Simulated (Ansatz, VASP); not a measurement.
MgB2 in VASP and in Ansatz

```
Mg B
1.0
     2.99537    0.00000    0.00000
    -1.49768    2.59407    0.00000
     0.00000    0.00000    3.35486
Mg B
1 2
Direct
  0.00000 0.00000 0.00000
  0.33333 0.66667 0.50000
  0.66667 0.33333 0.50000
```

Alike in both runs: functional PBEsol; k mesh 15 × 15 × 12; occupations fermi-dirac, width 0.15 eV; no spin polarisation.

Ansatz relaxed the structure, and its values are those at the end. VASP's run is a single point on that final structure, the one shown.

|  | VASP | Ansatz |
| --- | --- | --- |
| version | VASP 6.6.1 | Ansatz 0.2.0 |
| potentials or method | VASP PAW PBE potentials, release 64 (Mg, B) | scalar-relativistic, plane waves, PAW |
| plane-wave cutoff (eV) | 520 | 420 |
| valence electrons in the cell | 8 | 16 |

Ansatz gave:

| Quantity | Value |
| --- | --- |
| gap on the k mesh at the Fermi level (eV) | none |
| pressure (GPa) | 15.0 |

Estimate VASP's values.

gap on the k mesh at the Fermi level (eV): none; pressure (GPa): 15.1.

A gap of «none» marks a metal or a gap that the smearing closes. The two sets of potentials don't hold the same shells in valence.

Caveats: so large a pressure means that the cell lies far from this level's equilibrium, or that cutoff or potentials fall short (VASP); the potentials were made for another functional, which shifts forces and pressure (VASP).
